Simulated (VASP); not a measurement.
# CdO (Fm-3m) in VASP: notebook, part 2 of 2

VASP 6.6.1.

**4. Relaxation of cell and atoms, PBE, target pressure 150 GPa, at which the enthalpy is minimised**

This run uses another cell than the first one, of 9.47 Å³/atom, 0.773 times its volume.

File INCAR:

```
SYSTEM = CdO
  PREC = Accurate
  ENCUT = 520
  EDIFF = 1E-7
  ISMEAR = 0
  SIGMA = 0.1
  LREAL = .FALSE.
  LASPH = .TRUE.
  NELM = 60
  ALGO = Fast
  ISIF = 3
  LWAVE = .FALSE.
  LCHARG = .FALSE.
  GGA = PE
  IBRION = 2
  NSW = 80
  EDIFFG = -0.002
  PSTRESS = 1500
```

File KPOINTS:

```
regular mesh
0
G
  16 16 16
  0 0 0
```

File POSCAR:

```
CdO                                     
1.0
    0.0000000000      2.1158946676      2.1158946676
    2.1158946676      0.0000000000      2.1158946676
    2.1158946676      2.1158946676      0.0000000000
  Cd              O             
     1     1
Direct
     0.0000000000000000    0.0000000000000000    0.0000000000000000
     0.5000000000000000    0.5000000000000000    0.5000000000000000
```

Potentials or basis: VASP PAW PBE potentials, release 64 (Cd, O).

Started as:

```console
cat potpaw_PBE.64/Cd/POTCAR potpaw_PBE.64/O/POTCAR > POTCAR
mpirun -np 1 vasp_std > vasp.out
```

OUTCAR:

```text
SYSTEM = CdO
   PREC = Accurate
   ENCUT = 520
   EDIFF = 1E-7
   ISMEAR = 0
   LREAL = .FALSE.
   LASPH = .TRUE.
   NELM = 60
   ISIF = 3
   GGA = PE
   IBRION = 2
   NSW = 80
   EDIFFG = -0.002
   PSTRESS = 1500

 ion  position               nearest neighbor table
   1  0.000  0.000  0.000-   2 2.12   2 2.12   2 2.12   2 2.12   2 2.12   2 2.12
   2  0.500  0.500  0.500-   1 2.12   1 2.12   1 2.12   1 2.12   1 2.12   1 2.12

  LATTYP: Found a face centered cubic cell.
 ALAT       =     4.2317893352

  Lattice vectors:

 A1 = (   0.0000000000,   2.1158946676,   2.1158946676)
 A2 = (   2.1158946676,   0.0000000000,   2.1158946676)
 A3 = (   2.1158946676,   2.1158946676,   0.0000000000)

Analysis of symmetry for initial positions (statically):
=====================================================================
 Subroutine PRICEL returns:
 Original cell was already a primitive cell.

 Routine SETGRP: Setting up the symmetry group for a
 face centered cubic supercell.

 Subroutine GETGRP returns: Found 48 space group operations
 (whereof 48 operations were pure point group operations)
 out of a pool of 48 trial point group operations.

The static configuration has the point symmetry O_h .

Analysis of symmetry for dynamics (positions and initial velocities):
=====================================================================
 Subroutine PRICEL returns:
[... 169 lines left out ...]
  Total       13.3046492     13.3046492     13.3046492      0.0000000     -0.0000000     -0.0000000
  in kB     1125.1278672   1125.1278672   1125.1278672      0.0000000     -0.0000000     -0.0000000
  external PRESSURE =    -374.8721328 kB  Pullay stress =    1500.0000000 kB
[... 25 lines left out ...]
--------------------------------------- Ionic step        2  -------------------------------------------

 number of electron      18.0000000 magnetization

 E-fermi :  12.5170     XC(G=0): -15.8493

 val. band max:       12.0888155499   @ k =   0.5000   0.0000   0.0000
 cond. band min:      13.3112736221   @ k =   0.0000   0.0000   0.0000
 fundamental gap:      1.2224580722
 Fermi energy:        12.5169630415

 k-point     1 :       0.0000    0.0000    0.0000
  band No.  band energies     occupation
      1     -13.9851      2.00000
      2       0.9093      2.00000
      3       0.9093      2.00000
      4       0.9093      2.00000
      5       2.0920      2.00000
      6       2.0920      2.00000
      7       6.0332      2.00000
      8       6.0332      2.00000
      9       6.0332      2.00000
     10      13.3113      0.00000
     11      25.4953      0.00000
     12      33.8342      0.00000
     13      33.8342      0.00000
[... 481 lines left out ...]
--------------------------------------- Ionic step        5  -------------------------------------------

 number of electron      18.0000000 magnetization

 Free energy of the ion-electron system (eV)
  ---------------------------------------------------
  ext. energy  EPLUGINS =         0.00000000
  ---------------------------------------------------
  free energy    TOTEN  =        -4.77963051 eV

  energy without entropy =       -4.77962853  energy(sigma->0) =       -4.77962952

 E-fermi :   6.9791     XC(G=0): -13.9519

 val. band max:        6.7523835400   @ k =   0.5000   0.0000   0.0000
 cond. band min:       7.1461212298   @ k =   0.0000   0.0000   0.0000
 fundamental gap:      0.3937376898
 Fermi energy:         6.9791027025

 k-point     1 :       0.0000    0.0000    0.0000
  band No.  band energies     occupation
      1     -14.5915      2.00000
      2      -1.6174      2.00000
      3      -1.6174      2.00000
      4      -1.6174      2.00000
      5      -0.9434      2.00000
      6      -0.9434      2.00000
      7       3.3134      2.00000
      8       3.3134      2.00000
      9       3.3134      2.00000
     10       7.1461      0.01818
     11      21.5253      0.00000
     12      26.3859      0.00000
     13      26.3859      0.00000
[... 401 lines left out ...]
  energy  without entropy=       -4.7796285259  energy(sigma->0) =       -4.77962952

  enthalpy is  TOTEN    =        11.9544950604 eV   P V=       16.7341255751

 reached required accuracy - stopping structural energy minimisation
```

OSZICAR:

```text
N       E                     dE             d eps       ncg     rms          rms(c)
DAV:   1     0.120269033074E+03    0.12027E+03   -0.11296E+04  4122   0.151E+03
[... 53 lines left out ...]
   4 F= 0.11954634E+02 E0= 0.11954635E+02  d E =-.130968E+00
       N       E                     dE             d eps       ncg     rms          rms(c)
DAV:   1    -0.478009737178E+01    0.29913E-01   -0.10598E-02  3855   0.170E+00    0.162E-01
RMM:   2    -0.477968294998E+01    0.41442E-03   -0.75651E-04  3770   0.373E-01    0.109E-01
RMM:   3    -0.477963310516E+01    0.49845E-04   -0.13874E-04  3770   0.133E-01    0.651E-02
RMM:   4    -0.477963047922E+01    0.26259E-05   -0.98597E-06  3770   0.329E-02    0.104E-02
RMM:   5    -0.477963051476E+01   -0.35536E-07   -0.48258E-07  3174   0.776E-03
   5 F= 0.11954495E+02 E0= 0.11954496E+02  d E =-.131107E+00
```

CONTCAR:

```text
CdO
   1.00000000000000
     0.0000000000000000    2.0752198701570119    2.0752198701570119
     2.0752198701570119    0.0000000000000000    2.0752198701570119
     2.0752198701570119    2.0752198701570119    0.0000000000000000
  Cd              O
     1     1
Direct
     0.0000000000000000    0.0000000000000000    0.0000000000000000
     0.5000000000000000    0.5000000000000000    0.5000000000000000

  0.00000000E+00  0.00000000E+00  0.00000000E+00
  0.00000000E+00  0.00000000E+00  0.00000000E+00
```

Wall time 45 s (1 thread of Intel Xeon 6975P-C (Granite Rapids), shared host); peak memory 0.18 GiB.

Results:

```yaml
Free_energy: -4.7796 eV
Relaxed_volume: 8.94 Å³/atom
Relaxed_cell: a = 2.935 Å, b = 2.935 Å, c = 2.935 Å, α = 60.00°, β = 60.00°, γ = 60.00°
Space_group_after_relaxing_to_0.05_Å: Fm-3m (No. 225)
Energy_change_on_relaxing_the_enthalpy_is_what_falls: +436.1 meV/atom
Ionic_steps: 5
Pressure_after_relaxing: 150.0 GPa
Band_gap_on_the_k_mesh: 0.39 eV, indirect (least direct gap 3.83 eV)
```

The path:
```
step  energy change (eV)  largest force (eV/Å)  pressure (GPa)  volume (Å³)
   1              0.0000                0.0000          112.51        18.95
   2              8.6648                0.0000          489.38        13.50
   3              0.7535                0.0000          144.93        18.00
   4              0.8419                0.0000          148.71        17.91
   5              0.8723                0.0000          149.97        17.87
```

Final structure:
```xyz
2
Lattice="0.0000 2.0752 2.0752 2.0752 0.0000 2.0752 2.0752 2.0752 0.0000" Properties=species:S:1:pos:R:3 pbc="T T T"
Cd    0.0000    0.0000    0.0000
O     2.0752    2.0752    2.0752
```

Caveat: the cell is relaxed towards a set pressure, so the enthalpy falls and the energy may rise. A k mesh can miss the band edges.

**5. Relaxation of cell and atoms, PBE, target pressure 150 GPa, at which the enthalpy is minimised**

This run uses another cell than the first one, of 8.94 Å³/atom, 0.729 times its volume.

INCAR is that of step 4.

KPOINTS is that of step 4.

File POSCAR:

```
CdO                                     
1.0
    0.0000000000      2.0752198702      2.0752198702
    2.0752198702      0.0000000000      2.0752198702
    2.0752198702      2.0752198702      0.0000000000
  Cd              O             
     1     1
Direct
     0.0000000000000000    0.0000000000000000    0.0000000000000000
     0.5000000000000000    0.5000000000000000    0.5000000000000000
```

Potentials or basis: VASP PAW PBE potentials, release 64 (Cd, O).

Started as:

```console
cat potpaw_PBE.64/Cd/POTCAR potpaw_PBE.64/O/POTCAR > POTCAR
mpirun -np 1 vasp_std > vasp.out
```

OUTCAR:

```text
SYSTEM = CdO
   PREC = Accurate
   ENCUT = 520
   EDIFF = 1E-7
   ISMEAR = 0
   LREAL = .FALSE.
   LASPH = .TRUE.
   NELM = 60
   ISIF = 3
   GGA = PE
   IBRION = 2
   NSW = 80
   EDIFFG = -0.002
   PSTRESS = 1500

 ion  position               nearest neighbor table
   1  0.000  0.000  0.000-   2 2.08   2 2.08   2 2.08   2 2.08   2 2.08   2 2.08
   2  0.500  0.500  0.500-   1 2.08   1 2.08   1 2.08   1 2.08   1 2.08   1 2.08

  LATTYP: Found a face centered cubic cell.
 ALAT       =     4.1504397404

  Lattice vectors:

 A1 = (   0.0000000000,   2.0752198702,   2.0752198702)
 A2 = (   2.0752198702,   0.0000000000,   2.0752198702)
 A3 = (   2.0752198702,   2.0752198702,   0.0000000000)

Analysis of symmetry for initial positions (statically):
=====================================================================
 Subroutine PRICEL returns:
 Original cell was already a primitive cell.

 Routine SETGRP: Setting up the symmetry group for a
 face centered cubic supercell.

 Subroutine GETGRP returns: Found 48 space group operations
 (whereof 48 operations were pure point group operations)
 out of a pool of 48 trial point group operations.

The static configuration has the point symmetry O_h .

Analysis of symmetry for dynamics (positions and initial velocities):
=====================================================================
 Subroutine PRICEL returns:
 Original cell was already a primitive cell.

 Routine SETGRP: Setting up the symmetry group for a
 face centered cubic supercell.

 Subroutine GETGRP returns: Found 48 space group operations
 (whereof 48 operations were pure point group operations)
 out of a pool of 48 trial point group operations.

The dynamic configuration has the point symmetry O_h .

 Subroutine INISYM returns: Found 48 space group operations
 (whereof 48 operations are pure point group operations),
[... 138 lines left out ...]

 number of electron      18.0000000 magnetization

 Free energy of the ion-electron system (eV)
  ---------------------------------------------------
  ext. energy  EPLUGINS =         0.00000000
  ---------------------------------------------------
  free energy    TOTEN  =        -4.77786345 eV

  energy without entropy =       -4.77786147  energy(sigma->0) =       -4.77786246

------------------------ aborting loop because EDIFF is reached ----------------------------------------

  FORCE on cell =-STRESS in cart. coord.  units (eV):
  Direction    XX          YY          ZZ          XY          YZ          ZX
  --------------------------------------------------------------------------------------
  -------------------------------------------------------------------------------------
  Total       16.7401708     16.7401708     16.7401708      0.0000000      0.0000000      0.0000000
  in kB     1500.5418738   1500.5418738   1500.5418738      0.0000000      0.0000000      0.0000000
  external PRESSURE =       0.5418738 kB  Pullay stress =    1500.0000000 kB
[... 63 lines left out ...]
--------------------------------------- Ionic step        3  -------------------------------------------

 number of electron      18.0000000 magnetization

 Free energy of the ion-electron system (eV)
  ---------------------------------------------------
  ext. energy  EPLUGINS =         0.00000000
  ---------------------------------------------------
  free energy    TOTEN  =        -4.77878159 eV

  energy without entropy =       -4.77877959  energy(sigma->0) =       -4.77878059

 E-fermi :   6.9783     XC(G=0): -13.9516

 val. band max:        6.7515945780   @ k =   0.5000   0.0000   0.0000
 cond. band min:       7.1452088997   @ k =   0.0000   0.0000   0.0000
 fundamental gap:      0.3936143217
 Fermi energy:         6.9782629352

 k-point     1 :       0.0000    0.0000    0.0000
  band No.  band energies     occupation
      1     -14.5917      2.00000
      2      -1.6176      2.00000
      3      -1.6176      2.00000
      4      -1.6176      2.00000
      5      -0.9436      2.00000
      6      -0.9436      2.00000
      7       3.3128      2.00000
      8       3.3128      2.00000
      9       3.3128      2.00000
     10       7.1452      0.01823
     11      21.5246      0.00000
     12      26.3847      0.00000
     13      26.3847      0.00000
[... 354 lines left out ...]
  band No.  band energies     occupation
      1     -14.4395      2.00000
      2      -1.7509      2.00000
      3      -1.6715      2.00000
      4      -1.5499      2.00000
      5      -1.3842      2.00000
      6      -1.0210      2.00000
      7       2.8450      2.00000
      8       3.3628      2.00000
      9       3.9405      2.00000
     10       8.0675      0.00000
     11      20.9868      0.00000
     12      25.0372      0.00000
     13      26.3259      0.00000

 [... further k-points ...]

------------------------ aborting loop because EDIFF is reached ----------------------------------------

  FORCE on cell =-STRESS in cart. coord.  units (eV):
  Direction    XX          YY          ZZ          XY          YZ          ZX
  --------------------------------------------------------------------------------------
  -------------------------------------------------------------------------------------
  Total       16.7348598     16.7348598     16.7348598      0.0000000     -0.0000000      0.0000000
  in kB     1499.9835218   1499.9835218   1499.9835218      0.0000000     -0.0000000      0.0000000
  external PRESSURE =      -0.0164782 kB  Pullay stress =    1500.0000000 kB
[... 21 lines left out ...]
  energy  without entropy=       -4.7787795922  energy(sigma->0) =       -4.77878059

  enthalpy is  TOTEN    =        11.9562620711 eV   P V=       16.7350436571

 reached required accuracy - stopping structural energy minimisation
```

OSZICAR:

```text
N       E                     dE             d eps       ncg     rms          rms(c)
DAV:   1     0.121627049546E+03    0.12163E+03   -0.11238E+04  4066   0.152E+03
DAV:   2    -0.366743550698E+01   -0.12529E+03   -0.11799E+03  4180   0.353E+02
DAV:   3    -0.680952374524E+01   -0.31421E+01   -0.31365E+01  4210   0.631E+01
[... 19 lines left out ...]
DAV:   1    -0.477880163193E+01    0.63771E-02   -0.46562E-04  3865   0.353E-01    0.342E-02
RMM:   2    -0.477878346358E+01    0.18168E-04   -0.33087E-05  3770   0.777E-02    0.232E-02
RMM:   3    -0.477878130560E+01    0.21580E-05   -0.60741E-06  3769   0.279E-02    0.137E-02
RMM:   4    -0.477878155187E+01   -0.24627E-06   -0.43256E-07  3212   0.681E-03    0.224E-03
RMM:   5    -0.477878158601E+01   -0.34140E-07   -0.20060E-08  1992   0.158E-03
   3 F= 0.11956262E+02 E0= 0.11956263E+02  d E =-.529112E-07
```

CONTCAR:

```text
CdO
   1.00000000000000
     0.0000000000000000    2.0752578202940768    2.0752578202940768
     2.0752578202940768   -0.0000000000000000    2.0752578202940768
     2.0752578202940768    2.0752578202940768    0.0000000000000000
  Cd              O
     1     1
Direct
     0.0000000000000000    0.0000000000000000    0.0000000000000000
     0.5000000000000000    0.5000000000000000    0.5000000000000000

  0.00000000E+00  0.00000000E+00  0.00000000E+00
  0.00000000E+00  0.00000000E+00  0.00000000E+00
```

It took 20 s on 1 thread of Intel Xeon 6975P-C (Granite Rapids), shared host; peak memory 0.17 GiB.

Results:

| Item | Value |
| --- | --- |
| Free energy | -4.7788 eV |
| Energy change on relaxing (the enthalpy is what falls) | -0.5 meV/atom |
| Ionic steps | 3 |
| Pressure after relaxing | 150.0 GPa |
| Band gap on the k mesh | 0.39 eV, indirect (least direct gap 3.83 eV) |

The path:
```
step  energy change (eV)  largest force (eV/Å)  pressure (GPa)  volume (Å³)
   1              0.0000                0.0000          150.05        17.87
   2             -0.0073                0.0000          149.73        17.88
   3             -0.0009                0.0000          150.00        17.88
```

Final structure:
```
Cd O
1.0
     0.00000    2.07526    2.07526
     2.07526    0.00000    2.07526
     2.07526    2.07526    0.00000
Cd O
1 1
Direct
  0.00000 0.00000 0.00000
  0.50000 0.50000 0.50000
```

Caveat: the cell is relaxed towards a set pressure, so the enthalpy falls and the energy may rise. PBE gaps usually lie below the measured ones, often by a third to a half.
